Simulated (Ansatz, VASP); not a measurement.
**One calculation of MgS, two programs**

```
CELL_PARAMETERS angstrom
0.00000 2.84837 2.84837
2.84837 0.00000 2.84837
2.84837 2.84837 0.00000
ATOMIC_POSITIONS crystal
Mg 0.00000 0.00000 0.00000
S 0.25000 0.25000 0.25000
```

Alike in both runs: task electric field gradients; functional PBE; k mesh 13 × 13 × 13; occupations fermi-dirac, width 0.05 eV; no spin polarisation.

|  | VASP | Ansatz |
| --- | --- | --- |
| version | VASP 6.6.1 | Ansatz 0.2.0 |
| potentials or method | VASP PAW PBE potentials, release 64 (Mg, S), cutoff 520 eV | all-electron PAW with datasets made for the crystal, scalar-relativistic |

Ansatz gave:

* gap on the k mesh at the Fermi level (eV): 3.37
* pressure (GPa): 0.0
* Vzz of the field gradient on the site that differs most (V/Å²): 0.0

Which values does VASP return?

gap on the k mesh at the Fermi level (eV): 3.37; pressure (GPa): -0.1; Vzz of the field gradient on the site that differs most (V/Å²): 0.0.

Ansatz ran all-electron here, so the differences hold the error of VASP's frozen core and of both bases.

Caveats: an odd mesh through Γ misses points on the zone boundary, where band edges often lie. PBE gaps usually lie below the measured ones, often by a third to a half.
